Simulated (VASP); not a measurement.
# Zr: drag along a line

Zr, slab, 13 atoms in the cell. PBE, constrained relaxations along a path; PAW potentials Zr_sv (PBE set).

Path: drag along a line, Zr hops from a hollow site to the next hollow site of Zr(100).

## Input

INCAR:
```
ALGO = Normal
EDIFF = 1E-6
EDIFFG = -0.03
ENCUT = 250
IBRION = 2
ISIF = 2
ISMEAR = 1
KPAR = 2
LASPH = True
LCHARG = False
LREAL = False
LWAVE = False
NELM = 100
NSW = 60
POTIM = 0.5
PREC = Normal
SIGMA = 0.1
```

KPOINTS:
```
k-points
0
Gamma
  2 2 1
```

POSCAR.step1:
```
Zr
1.0
    7.2400000000      0.0000000000      0.0000000000
    0.0000000000      7.2400000000      0.0000000000
    0.0000000000      0.0000000000     18.7900000000
Zr
13
Selective dynamics
Direct
    0.0000000000      0.0000000000      0.3193187866  F F F
    0.5000000000      0.0000000000      0.3193187866  F F F
    0.0000000000      0.5000000000      0.3193187866  F F F
    0.5000000000      0.5000000000      0.3193187866  F F F
    0.2500000000      0.2500000000      0.4156466205  T T T
    0.7500000000      0.2500000000      0.4156466205  T T T
    0.2500000000      0.7500000000      0.4156466205  T T T
    0.7500000000      0.7500000000      0.4156466205  T T T
    0.0000000000      0.0000000000      0.5119744545  T T T
    0.5000000000      0.0000000000      0.5119744545  T T T
    0.0000000000      0.5000000000      0.5119744545  T T T
    0.5000000000      0.5000000000      0.5119744545  T T T
    0.2500000000      0.2500000000      0.6334823742  F T T
```

POSCAR.step2:
```
Zr
1.0
    7.2400000000      0.0000000000      0.0000000000
    0.0000000000      7.2400000000      0.0000000000
    0.0000000000      0.0000000000     18.7900000000
Zr
13
Selective dynamics
Direct
    0.0000000000      0.0000000000      0.3193187866  F F F
    0.5000000000      0.0000000000      0.3193187866  F F F
    0.0000000000      0.5000000000      0.3193187866  F F F
    0.5000000000      0.5000000000      0.3193187866  F F F
    0.2500000000      0.2500000000      0.4156466205  T T T
    0.7500000000      0.2500000000      0.4156466205  T T T
    0.2500000000      0.7500000000      0.4156466205  T T T
    0.7500000000      0.7500000000      0.4156466205  T T T
    0.0000000000      0.0000000000      0.5119744545  T T T
    0.5000000000      0.0000000000      0.5119744545  T T T
    0.0000000000      0.5000000000      0.5119744545  T T T
    0.5000000000      0.5000000000      0.5119744545  T T T
    0.1500000000      0.2500000000      0.6334823742  F T T
```

POSCAR.step3:
```
Zr
1.0
    7.2400000000      0.0000000000      0.0000000000
    0.0000000000      7.2400000000      0.0000000000
    0.0000000000      0.0000000000     18.7900000000
Zr
13
Selective dynamics
Direct
    0.0000000000      0.0000000000      0.3193187866  F F F
    0.5000000000      0.0000000000      0.3193187866  F F F
    0.0000000000      0.5000000000      0.3193187866  F F F
    0.5000000000      0.5000000000      0.3193187866  F F F
    0.2500000000      0.2500000000      0.4156466205  T T T
    0.7500000000      0.2500000000      0.4156466205  T T T
    0.2500000000      0.7500000000      0.4156466205  T T T
    0.7500000000      0.7500000000      0.4156466205  T T T
    0.0000000000      0.0000000000      0.5119744545  T T T
    0.5000000000      0.0000000000      0.5119744545  T T T
    0.0000000000      0.5000000000      0.5119744545  T T T
    0.5000000000      0.5000000000      0.5119744545  T T T
    0.0750000000      0.2500000000      0.6334823742  F T T
```

POSCAR.step4:
```
Zr
1.0
    7.2400000000      0.0000000000      0.0000000000
    0.0000000000      7.2400000000      0.0000000000
    0.0000000000      0.0000000000     18.7900000000
Zr
13
Selective dynamics
Direct
    0.0000000000      0.0000000000      0.3193187866  F F F
    0.5000000000      0.0000000000      0.3193187866  F F F
    0.0000000000      0.5000000000      0.3193187866  F F F
    0.5000000000      0.5000000000      0.3193187866  F F F
    0.2500000000      0.2500000000      0.4156466205  T T T
    0.7500000000      0.2500000000      0.4156466205  T T T
    0.2500000000      0.7500000000      0.4156466205  T T T
    0.7500000000      0.7500000000      0.4156466205  T T T
    0.0000000000      0.0000000000      0.5119744545  T T T
    0.5000000000      0.0000000000      0.5119744545  T T T
    0.0000000000      0.5000000000      0.5119744545  T T T
    0.5000000000      0.5000000000      0.5119744545  T T T
    0.0000000000      0.2500000000      0.6334823742  F T T
```

POSCAR.step5:
```
Zr
1.0
    7.2400000000      0.0000000000      0.0000000000
    0.0000000000      7.2400000000      0.0000000000
    0.0000000000      0.0000000000     18.7900000000
Zr
13
Selective dynamics
Direct
    0.0000000000      0.0000000000      0.3193187866  F F F
    0.5000000000      0.0000000000      0.3193187866  F F F
    0.0000000000      0.5000000000      0.3193187866  F F F
    0.5000000000      0.5000000000      0.3193187866  F F F
    0.2500000000      0.2500000000      0.4156466205  T T T
    0.7500000000      0.2500000000      0.4156466205  T T T
    0.2500000000      0.7500000000      0.4156466205  T T T
    0.7500000000      0.7500000000      0.4156466205  T T T
    0.0000000000      0.0000000000      0.5119744545  T T T
    0.5000000000      0.0000000000      0.5119744545  T T T
    0.0000000000      0.5000000000      0.5119744545  T T T
    0.5000000000      0.5000000000      0.5119744545  T T T
   -0.0750000000      0.2500000000      0.6334823742  F T T
```

POSCAR.step6:
```
Zr
1.0
    7.2400000000      0.0000000000      0.0000000000
    0.0000000000      7.2400000000      0.0000000000
    0.0000000000      0.0000000000     18.7900000000
Zr
13
Selective dynamics
Direct
    0.0000000000      0.0000000000      0.3193187866  F F F
    0.5000000000      0.0000000000      0.3193187866  F F F
    0.0000000000      0.5000000000      0.3193187866  F F F
    0.5000000000      0.5000000000      0.3193187866  F F F
    0.2500000000      0.2500000000      0.4156466205  T T T
    0.7500000000      0.2500000000      0.4156466205  T T T
    0.2500000000      0.7500000000      0.4156466205  T T T
    0.7500000000      0.7500000000      0.4156466205  T T T
    0.0000000000      0.0000000000      0.5119744545  T T T
    0.5000000000      0.0000000000      0.5119744545  T T T
    0.0000000000      0.5000000000      0.5119744545  T T T
    0.5000000000      0.5000000000      0.5119744545  T T T
   -0.1500000000      0.2500000000      0.6334823742  F T T
```

POSCAR.step7:
```
Zr
1.0
    7.2400000000      0.0000000000      0.0000000000
    0.0000000000      7.2400000000      0.0000000000
    0.0000000000      0.0000000000     18.7900000000
Zr
13
Selective dynamics
Direct
    0.0000000000      0.0000000000      0.3193187866  F F F
    0.5000000000      0.0000000000      0.3193187866  F F F
    0.0000000000      0.5000000000      0.3193187866  F F F
    0.5000000000      0.5000000000      0.3193187866  F F F
    0.2500000000      0.2500000000      0.4156466205  T T T
    0.7500000000      0.2500000000      0.4156466205  T T T
    0.2500000000      0.7500000000      0.4156466205  T T T
    0.7500000000      0.7500000000      0.4156466205  T T T
    0.0000000000      0.0000000000      0.5119744545  T T T
    0.5000000000      0.0000000000      0.5119744545  T T T
    0.0000000000      0.5000000000      0.5119744545  T T T
    0.5000000000      0.5000000000      0.5119744545  T T T
   -0.2500000000      0.2500000000      0.6334823742  F T T
```

Commands (each step's output is kept before the next begins):
```
cat potpaw_PBE.64/Zr_sv/POTCAR > POTCAR
cp POSCAR.step1 POSCAR
mpirun -np 4 vasp_std > vasp.out
cp POSCAR.step2 POSCAR
mpirun -np 4 vasp_std > vasp.out
cp POSCAR.step3 POSCAR
mpirun -np 4 vasp_std > vasp.out
cp POSCAR.step4 POSCAR
mpirun -np 4 vasp_std > vasp.out
cp POSCAR.step5 POSCAR
mpirun -np 4 vasp_std > vasp.out
cp POSCAR.step6 POSCAR
mpirun -np 4 vasp_std > vasp.out
cp POSCAR.step7 POSCAR
mpirun -np 4 vasp_std > vasp.out
```

## Result

- Barrier (eV): 1.061
- Ionic steps, all stages: 145
- Electronic steps, all stages: 2361

Energy along the pull:

| Share of the way | Energy above the start (eV) |
|---|---|
| 0 | 0.000 |
| 0.2 | 0.246 |
| 0.35 | 0.763 |
| 0.5 | 1.061 |
| 0.65 | 0.763 |
| 0.8 | 0.246 |
| 1 | -0.000 |

The slab is body-centred cubic Zr(100), which isn't the element's stable structure, in-plane cell 7.24 × 7.24 Å, with 2 × 2 k points.

Limits: the adatom repeats in each 2 x 2 surface cell, and the slab has three layers.

VASP 6.6.1 took 6136 s on 4 cores (Intel Xeon Platinum 8488C (Sapphire Rapids)), a shared host.
